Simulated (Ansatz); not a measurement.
## The honeycomb InP bilayer (AB) under a gate

How does the honeycomb InP bilayer (AB) take up charge from its gate?

Main program and level: Ansatz 0.2.0; plane-wave DFT, PBE-D3(BJ), Ansatz PAW.

Report form: the programs' logs are mostly left out.

## Step 1: The starting structure

The cell holds 4 atoms: 2 P and 2 In. Cell: a = 4.250 Å, b = 4.250 Å, c = 39.200 Å, α = 90.0°, β = 90.0°, γ = 120.0°. Regions: layer 1: honeycomb InP, 2 atoms (1 P and 1 In); layer 2: honeycomb InP, 2 atoms (1 P and 1 In). Vacuum lies along c.

## Step 2: Relaxation

The starting cell is a guess, so the in-plane lattice and the atoms are relaxed first, with the slab cut off from its images along the normal.

Contents of input.yaml:

```yaml
crystal:
  lattice:
    - [4.25, 0.0, 0.0]
    - [-2.125, 3.6806079661, 0.0]
    - [0.0, 0.0, 39.2000000002]
  atoms:
    - { symbol: P, position: [0.6666666667, 0.3333333333, 0.4477040816] }
    - { symbol: In, position: [0.3333333333, 0.6666666667, 0.4604591837] }
    - { symbol: P, position: [0.0, 0.0, 0.5395408163] }
    - { symbol: In, position: [0.6666666667, 0.3333333333, 0.5522959184] }
  periodic: [true, true, false]
kpoints:
  mp_grid: { grid: [12, 12, 1] }
hamiltonian:
  xc: pbe
  dispersion: d3bj
scf:
  occupations: { method: fermi_dirac, width: 0.05 }
  convergence: { dr2_threshold: 1.0e-09 }
relax:
  f_tol: 0.004
  max_steps: 90
  cell: {}
output:
  write_potential: true
  write_density: true
  volumetric_format: npy
```

Command:

```
> ansatz run input.yaml --threads 4 --pin off --max-ram 16384MiB --backend cpu --events-out ev --progress --plain --runs-dir out
```

Elapsed: 52 s, on 4 threads of Arm Neoverse V1, shared host; peak memory 0.91 GiB.

The steps of the relaxation:

```
step  energy less that of the first step (eV)  largest force component (eV/Å)  volume (Å³)
   1                                   0.0000                          0.0891       613.19
   2                                  -0.0047                          0.0915       602.93
   3                                  -0.0184                          0.0355       597.69
   4                                  -0.0203                          0.0098       601.84
   5                                  -0.0205                          0.0057       600.49
   6                                  -0.0205                          0.0010       600.84
  7*                                  -0.0200                          0.0010       600.84
```

Relaxation steps marked * repeat the geometry before them on a plane-wave basis chosen anew for their cell, so energy and pressure can jump there.

The run keeps the 6 symmetry operations that it works with, so distortions that break them were not tested.

```
cell as run  before  after  change
      a (Å)   4.250  4.207  -1.0 %
      b (Å)   4.250  4.207  -1.0 %
```

The atoms that moved most (Å, along periodic axes as changes of fractional coordinates times the final cell, across vacuum about the mean position):

```
atom     dx     dy      dz  length
 In2  0.000  0.000   0.080   0.080
  P3  0.000  0.000  -0.073   0.073
 In4  0.000  0.000  -0.065   0.065
  P1  0.000  0.000   0.058   0.058
```

The relaxed structure:

```xyz
4
Lattice="4.2070 0.0000 0.0000 -2.1035 3.6433 0.0000 0.0000 0.0000 39.2000" Properties=species:S:1:pos:R:3
P     2.1035    1.2144   17.6083
In    0.0000    2.4289   18.1304
P     0.0000    0.0000   21.0766
In    2.1035    1.2144   21.5847
```

The lattice constant a goes from 4.250 to 4.207 Å.

## Step 3: Gated layer, added electrons 0, start network

The slab is cut off from its images along the normal. A charged sheet stands for each gate, the layer takes the opposite charge, and a barrier ahead of the sheet keeps electrons from leaking to it. The uncharged case sets the zero; a dense mesh is needed because few carriers fill a small part of the zone.

The cell differs from the one that the last finished run ended in (c 39.200 → 38.076 Å).

Contents of input.yaml:

```yaml
crystal:
  lattice:
    - [4.2069748753, 0.0, 0.0]
    - [-2.1034874377, 3.6433471151, 0.0]
    - [0.0, 0.0, 38.0763825721]
  atoms:
    - { symbol: P, position: [0.6666666667, 0.3333333333, 0.4477841341] }
    - { symbol: In, position: [0.3333333333, 0.6666666667, 0.4614962135] }
    - { symbol: P, position: [0.0, 0.0, 0.5388703868] }
    - { symbol: In, position: [0.6666666667, 0.3333333333, 0.5522158659] }
  periodic: [true, true, false]
  symmetry: { detect: true }
kpoints:
  mp_grid: { grid: [66, 66, 1] }
  band_path:
    path: [[0, 0, 0], [0.5, 0, 0], [0.33333333, 0.33333333, 0], [0, 0, 0]]
    npoints: 16
hamiltonian:
  xc: pbe
  dispersion: d3bj
scf:
  occupations: { method: fermi_dirac, width: 0.02585 }
  convergence: { dr2_threshold: 1.0e-10 }
output:
  forces: true
  eigenvalues: true
  dos: { projected: true, e_range: [-3, 3], de: 0.01 }
  write_potential: true
  write_density: true
  volumetric_format: npy
  elf: true
external_charges:
  - { charge: 0, barrier: 10, axis: 3, height: 24.526, sigma: 0.25 }
```

Elapsed: 3.6 min, on 4 threads; peak memory 3.8 GiB; 14 min of CPU time.

Numbers from this step:

```yaml
gap_along_the_path: 0.9279 eV
smallest_direct_gap_along_the_path: 0.9887 eV
gap_the_smaller_of_path_and_mesh: 0.9268 eV
potential_beyond_the_upper_barrier_and_gate_less_the_barrier_from_the_fermi_level: 3.660 eV
```

Running mean over a fixed 2.5 Å (it still follows the layers) of the planar mean; beyond a gate it holds the 10 eV model barrier. The electron's electrostatic potential energy less the Fermi level by z:

z (Å), electron's electrostatic potential energy less the Fermi level (eV) and a bar from the least value:
```
        4        5.3 ################
        6        5.3 ################
        8        5.3 ################
       10        5.3 ################
       12        5.3 ################
       14        5.3 ################
       16       -0.1 #######
       18       -4.5 
       20       -4.3 
       22       -1.8 ####
       24        6.5 ##################
       26       13.5 ##############################
       28       13.7 ##############################
       30       13.7 ##############################
       32       13.7 ##############################
       34       13.7 ##############################
```

The density of states has structure finer than the step of the table below, so its rows give means over 0.2 eV, whole bins alone (the curve runs from -3 to 2.41 eV). Peaks (eV: height): -2.61: 7.81, -1.75: 4.84, -1.12: 4.47, -0.68: 7.14, -0.59: 7.20, 1.32: 5.11, 2.02: 6.85.

The density of states by energy, zero at the Fermi level of the run, which the smearing sets inside the gap; means over each step:

```
energy (eV)  density of states (states/eV a cell)
       -2.8                                  1.82
       -2.6                                  4.23
       -2.4                                  3.10
       -2.2                                  2.51
       -2.0                                  2.40
       -1.8                                  3.39
       -1.6                                  3.12
       -1.4                                  2.45
       -1.2                                  2.08
       -1.0                                  2.35
       -0.8                                  3.19
       -0.6                                  5.39
       -0.4                                     0
       -0.2                                     0
        0.0                                     0
        0.2                                     0
        0.4                                0.0383
        0.6                                 0.705
        0.8                                  1.12
        1.0                                  1.51
        1.2                                  2.28
        1.4                                  2.84
        1.6                                  2.05
        1.8                                  2.42
        2.0                                  4.14
        2.2                                  3.14
```

Projected DOS per atom over height of the atomic layer and energy from the Fermi level. Layers: P In P In from below.

Values in states/eV, 22 rows by 4 columns, each cell a mean:
```
0.79 0.90 0.25 0.61
0.87 1.49 0.28 1.21
0.31 0.75 0.34 0.86
0.22 0.33 0.71 0.85
0.36 0.28 0.71 1.29
0.28 0.26 0.41 0.63
0.21 0.18 0.28 0.40
0.10 0.07 0.13 0.18
0.00 0.00 0.00 0.00
0.00 0.00 0.00 0.00
0.00 0.00 0.00 0.00
0.43 0.04 0.16 0.02
3.42 0.63 1.12 0.24
1.24 0.34 0.43 0.15
0.97 0.30 0.85 0.19
0.83 0.29 1.07 0.28
1.26 0.50 1.15 0.39
1.10 0.50 0.93 0.39
0.56 0.32 0.96 0.38
0.82 0.54 1.23 0.53
0.79 0.56 1.52 0.71
0.39 0.27 0.72 0.33
```
Columns: height of the atomic layer (Å) from 17.1 to 21.0 (not evenly spaced); rows upwards: energy from the Fermi level (eV) from -2.98 to 2.37.

The electronic bands at the labelled points (eV, zero at the Fermi level of the run, which the smearing sets inside the gap):

```
  point  band 15  band 16  band 17  band 18  band 19  band 20  band 21  band 22
      Γ    -1.21    -1.21    -0.58    -0.58     0.41     0.77     3.00     3.75
halfway    -2.62    -2.00    -1.27    -0.91     1.35     2.02     2.73     3.70
      M    -2.58    -1.81    -1.62    -0.76     0.55     1.76     2.12     3.05
halfway    -3.38    -2.69    -1.30    -0.66     1.05     1.99     3.01     3.68
      K    -3.89    -3.32    -1.01    -0.60     1.33     1.53     4.50     4.84
halfway    -2.55    -2.44    -1.79    -0.77     1.77     2.40     3.12     3.71
      Γ    -1.21    -1.21    -0.58    -0.58     0.41     0.77     3.00     3.75
```

ELF in the ca plane at fractional y = 0.333, with atoms of P and In within 0.2 Å of it. It is the smooth field of the valence electrons, not physical close to the nuclei.

Ten even steps from '0' (0.00) to '9' (0.91), each cell a mean:
```
00000000000000012467788764201233323332100000
00000000000000124789988886300122222222100000
00000000000000136899822687410121002222210000
00000000000000246899700487410121001322210000
00000000000000136899833787410122002222210000
00000000000000124689988876300122222222100000
00000000000000002356777654201233333322100000
00000000000000000112343332102456554321000000
00000000000000000001122222102566654321000000
00000000000000000001122222102566654321000000
00000000000000000123444332102455554321000000
```
Columns run along c (16.0 Å, from fractional 0.24 to 0.66 of the cell), rows up along a (4.2 Å). Atoms in or near the plane, at fractional coordinates: P at (0.45, 0.67), In at (0.55, 0.67).

Valence density in the ca plane at fractional y = 0.333, with atoms of P and In within 0.2 Å of it. It is the smooth field of the valence electrons, not physical close to the nuclei.

Ten steps, logarithmic in the rise over the least value, from '0' (0 e/Å³) to '9' (10 e/Å³), each cell a mean:
```
00000000000000000001233321100122332100000000
00000000000000000012344331100124664210000000
00000000000000000023433432100147997410000000
00000000000000000123422332100248997420000000
00000000000000000023433432100146886310000000
00000000000000000012344321100124554210000000
00000000000000000001233221100122322100000000
00000000000000000000122221001122221100000000
00000000000000000000112221101122221000000000
00000000000000000000112221101122221000000000
00000000000000000001122221001122221100000000
```
Columns run along c (16.0 Å, from fractional 0.24 to 0.66 of the cell), rows up along a (4.2 Å). Atoms in or near the plane, at fractional coordinates: P at (0.45, 0.67), In at (0.55, 0.67).

Electrostatic potential energy in the ca plane at fractional y = 0.333, with atoms of P and In within 0.2 Å of it. With pseudopotentials it is smooth inside the atoms' cores, unlike the true potential.

Ten even steps from '0' (-47 eV) to '9' (4 eV), each cell a mean:
```
99999999999999999998877888998887677888899999
99999999999999999998633688998874224788889999
99999999999999999987200168998751001578888999
99999999999999999986000058998740000478888999
99999999999999999987200268998751001578888999
99999999999999999998644688998875335788889999
99999999999999999998887888998887777888899999
99999999999999999999888888888888888889999999
99999999999999999999887778888888888999999999
99999999999999999999887788888888888899999999
99999999999999999999888888888888888888999999
```
Columns run along c (16.0 Å, from fractional 0.24 to 0.66 of the cell; values clipped at the 3rd and 97th percentile), rows up along a (4.2 Å). Atoms in or near the plane, at fractional coordinates: P at (0.45, 0.67), In at (0.55, 0.67).

The gap, the smaller of path and mesh, is 0.927 eV.

## Step 4: Gated layer, added electrons 1×10¹³ per cm², start atoms

input.yaml, the sections that differ from step 3:

```yaml
total_charge: -0.015327
kpoints:
  mp_grid: { grid: [66, 66, 1] }
output:
  forces: true
  eigenvalues: true
  write_potential: true
  write_density: true
  volumetric_format: npy
external_charges:
  - { charge: 0, barrier: 10, axis: 3, height: 24.526, sigma: 0.25 }
  - { charge: 0.015327, axis: 3, height: 26.026, sigma: 0.5 }
# crystal, hamiltonian, scf: as in step 3
```

It took 4.4 min on 4 threads; peak memory 3.9 GiB.

Numbers from this step:

- energy at zero smearing: -12707.1515 eV
- potential beyond the upper barrier and gate, less the barrier, from the Fermi level: 2.489 eV

Against the uncharged case this takes +1.17 V.

## Step 5: Gated layer, added electrons 3×10¹³ per cm², start atoms

input.yaml: that of step 4 with these lines changed.

```diff
@@ -12,3 +12,3 @@
   symmetry: { detect: true }
-total_charge: -0.015327
+total_charge: -0.045982
 kpoints:
@@ -29,2 +29,2 @@
   - { charge: 0, barrier: 10, axis: 3, height: 24.526, sigma: 0.25 }
-  - { charge: 0.015327, axis: 3, height: 26.026, sigma: 0.5 }
+  - { charge: 0.045982, axis: 3, height: 26.026, sigma: 0.5 }
```

Elapsed: 4 min, on 4 threads; peak memory 3.9 GiB; 16 min of CPU time.

Against the uncharged case this takes +2.51 V.

## Step 6: Gated layer, added electrons 6×10¹³ per cm², start atoms

input.yaml: that of step 5 with these lines changed.

```diff
@@ -12,3 +12,3 @@
   symmetry: { detect: true }
-total_charge: -0.045982
+total_charge: -0.091965
 kpoints:
@@ -29,2 +29,2 @@
   - { charge: 0, barrier: 10, axis: 3, height: 24.526, sigma: 0.25 }
-  - { charge: 0.045982, axis: 3, height: 26.026, sigma: 0.5 }
+  - { charge: 0.091965, axis: 3, height: 26.026, sigma: 0.5 }
```

Run time: 3.8 min. Hardware: 4 threads; peak memory 3.9 GiB.

Against the uncharged case this takes +4.42 V.

## Step 7: Gated layer, added electrons 10×10¹³ per cm², start atoms

input.yaml: that of step 6 with these lines changed.

```diff
@@ -12,3 +12,3 @@
   symmetry: { detect: true }
-total_charge: -0.091965
+total_charge: -0.153275
 kpoints:
@@ -29,2 +29,2 @@
   - { charge: 0, barrier: 10, axis: 3, height: 24.526, sigma: 0.25 }
-  - { charge: 0.091965, axis: 3, height: 26.026, sigma: 0.5 }
+  - { charge: 0.153275, axis: 3, height: 26.026, sigma: 0.5 }
```

It took 3.8 min on 4 threads; peak memory 3.9 GiB; 15 min of CPU time.

Running mean over a fixed 2.5 Å (it still follows the layers) of the planar mean; beyond a gate it holds the 10 eV model barrier. The electron's electrostatic potential energy less the Fermi level by z:

```
z (Å)  electron's electrostatic potential energy less the Fermi level (eV)
    4                                                                 4.76
    5                                                                 4.76
    6                                                                 4.76
    7                                                                 4.76
    8                                                                 4.76
    9                                                                 4.76
   10                                                                 4.76
   11                                                                 4.76
   12                                                                 4.76
   13                                                                 4.76
   14                                                                 4.73
   15                                                                 4.17
   16                                                               -0.600
   17                                                                -5.60
   18                                                                -5.00
   19                                                                -1.18
   20                                                                -4.89
   21                                                                -6.70
   22                                                                -2.73
   23                                                                 1.16
   24                                                                 3.31
   25                                                                 5.67
   26                                                                 7.42
   27                                                                 6.96
   28                                                                 6.86
   29                                                                 6.85
   30                                                                 6.85
   31                                                                 6.85
   32                                                                 6.85
   33                                                                 6.85
   34                                                                 6.85
```

Against the uncharged case this takes +6.81 V.

## Step 8: Gated layer, added electrons -1×10¹³ per cm², start atoms

input.yaml: that of step 7 with these lines changed.

```diff
@@ -12,3 +12,3 @@
   symmetry: { detect: true }
-total_charge: -0.153275
+total_charge: 0.015327
 kpoints:
@@ -29,2 +29,2 @@
   - { charge: 0, barrier: 10, axis: 3, height: 24.526, sigma: 0.25 }
-  - { charge: 0.153275, axis: 3, height: 26.026, sigma: 0.5 }
+  - { charge: -0.015327, axis: 3, height: 26.026, sigma: 0.5 }
```

It took 4 min on 4 threads; peak memory 3.8 GiB; 16 min of CPU time.

Against the uncharged case this takes -1.15 V.

## Step 9: Gated layer, added electrons -3×10¹³ per cm², start atoms

input.yaml: that of step 8 with these lines changed.

```diff
@@ -12,3 +12,3 @@
   symmetry: { detect: true }
-total_charge: 0.015327
+total_charge: 0.045982
 kpoints:
@@ -29,2 +29,2 @@
   - { charge: 0, barrier: 10, axis: 3, height: 24.526, sigma: 0.25 }
-  - { charge: -0.015327, axis: 3, height: 26.026, sigma: 0.5 }
+  - { charge: -0.045982, axis: 3, height: 26.026, sigma: 0.5 }
```

Wall time 3.9 min (4 threads); peak memory 3.8 GiB; 15 min of CPU time.

Against the uncharged case this takes -2.56 V.

## Step 10: Gated layer, added electrons -6×10¹³ per cm²

input.yaml, the sections that differ from step 9:

```yaml
total_charge: 0.091965
kpoints:
  mp_grid: { grid: [66, 66, 1] }
  band_path:
    path: [[0, 0, 0], [0.5, 0, 0], [0.33333333, 0.33333333, 0], [0, 0, 0]]
    npoints: 16
output:
  forces: true
  eigenvalues: true
  dos: { projected: true, e_range: [-3, 3], de: 0.01 }
  write_potential: true
  write_density: true
  volumetric_format: npy
  elf: true
external_charges:
  - { charge: 0, barrier: 10, axis: 3, height: 24.526, sigma: 0.25 }
  - { charge: -0.091965, axis: 3, height: 26.026, sigma: 0.5 }
# crystal, hamiltonian, scf: as in step 9
```

It took 4.2 min on 4 threads; peak memory 3.8 GiB; 17 min of CPU time.

Against the uncharged case this takes -4.68 V.

## Step 11: Gated layer, added electrons -10×10¹³ per cm²

input.yaml: that of step 10 with these lines changed.

```diff
@@ -12,3 +12,3 @@
   symmetry: { detect: true }
-total_charge: 0.091965
+total_charge: 0.153275
 kpoints:
@@ -34,2 +34,2 @@
   - { charge: 0, barrier: 10, axis: 3, height: 24.526, sigma: 0.25 }
-  - { charge: -0.091965, axis: 3, height: 26.026, sigma: 0.5 }
+  - { charge: -0.153275, axis: 3, height: 26.026, sigma: 0.5 }
```

Run time: 4.3 min. Hardware: 4 threads; peak memory 3.8 GiB.

Against the uncharged case this takes -7.53 V.

[end of part 1 of 2]

[Logs are printed without paths, hosts, clocks, repeated set-up lines and the standing remarks that a program may print on its own settings, such as how far it seeks lower states.]

[Hosts, paths, dates, database ids (printed as entryN), source tags and the programs' standing remarks are cut or masked in the printed files.]

[Maps of the electrostatic potential energy from Ansatz leave out the sawtooth potential of an applied field or a dipole correction, so their vacuum need not be flat; planar profiles and work functions include it.]

[The density of states shown here was stored with 400 of the rows of the run's finer table, so its peaks can read low, often by over a quarter, or be missed, and its means over a window can be off by a tenth or more.]
